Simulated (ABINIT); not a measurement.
Here is an ABINIT 10.8.3 (patched build) calculation.

Contents of run.abi:

```
# Pseudopotentials
pp_dirpath "./"
pseudos "Mg.upf, B.upf"

# Structure
acell 3*1.0 Angstrom
rprim
     3.0734024000     0.0000000000     0.0000000000
    -1.5367012000     2.6616445500     0.0000000000
     0.0000000000     0.0000000000     3.4803818200
ntypat 2
znucl 12 5
natom 3
typat 1 2 2
xcart
     0.0000000000     0.0000000000     0.0000000000
     2.9039444324     1.6765930634     3.2884842245
    -0.0000000290     3.3531861772     3.2884842245
chkprim 0
chksymtnons 0
tolsym 1.0e-6

# Plane-wave basis
ecut 42.0

# k points
kptopt 1
ngkpt 8 8 6
nshiftk 1
shiftk 0.0 0.0 0.0

# Exchange and correlation
ixc -116133

# Bands and occupations
nband 12
occopt 3
tsmear 0.05 eV

# SCF cycle
nstep 100
tolvrs 1.0e-10

# Output
iomode 3
prtwf 0
prtden 0
prteig 0
prtebands 0
```

Potentials or basis: PseudoDojo NC SR PBEsol v0.4.1 standard.

Command:

```sh
$ mpirun --bind-to none -np 4 abinit run.abi > log 2>&1
```

Question: Predict the pressure.

Answer: 0.0 GPa.

Question: Predict the band gap on the k mesh.

Answer: None (metal or under the smearing width).
